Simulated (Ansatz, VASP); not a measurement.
**Sb in VASP and in Ansatz**

The input INCAR:

```
ALGO = Normal
EDIFF = 1E-7
ENCUT = 520
GGA = PE
ISIF = 2
ISMEAR = -1
LASPH = T
LCHARG = F
LREAL = F
LWAVE = F
NBANDS = 8
NELM = 100
PREC = Accurate
SIGMA = 0.05
```

The input KPOINTS:

```
k-points
0
Gamma
  8 8 8
```

POSCAR

```
Sb
1.0
    3.2219765189      0.0000000000      0.0000000000
    0.0000000000      3.2219765189      0.0000000000
    0.0000000000      0.0000000000      3.2219765189
Sb
1
Direct
    0.0000000000      0.0000000000      0.0000000000
```

input.yaml

```yaml
crystal:
  lattice:
    - [3.2219765189, 0.0, 0.0]
    - [0.0, 3.2219765189, 0.0]
    - [0.0, 0.0, 3.2219765189]
  atoms:
    - { symbol: Sb, position: [0.0, 0.0, 0.0] }
hamiltonian:
  xc: pbe
  pseudopotentials: { kind: paw }
kpoints:
  mp_grid: { grid: [8, 8, 8] }
scf:
  occupations: { method: fermi_dirac, width: 0.05 }
output:
  forces: true
  stress: true
  eigenvalues: true
```

Change from the starting cell: volume scaled by 1.06.

Alike in both runs: task single point; functional PBE; k mesh 8 × 8 × 8; occupations fermi-dirac, width 0.05 eV; no spin polarisation.

|  | VASP | Ansatz |
| --- | --- | --- |
| version | VASP 6.6.1 | Ansatz 0.2.0 |
| potentials or method | VASP PAW PBE potentials, release 64 (Sb) | Ansatz PAW |
| plane-wave cutoff (eV) | 520 | 420 |
| valence electrons in the cell | 5 | 15 |

```csv
,VASP,Ansatz,Ansatz less VASP
gap on the k mesh at the Fermi level (eV),none,none,-
pressure (GPa),-4.6,-4.6,+0.06
```

A gap of «none» marks a metal or a gap that the smearing closes. The two sets of potentials don't hold the same shells in valence.

The runs have no spin-orbit coupling, so splittings on Sb are missing.
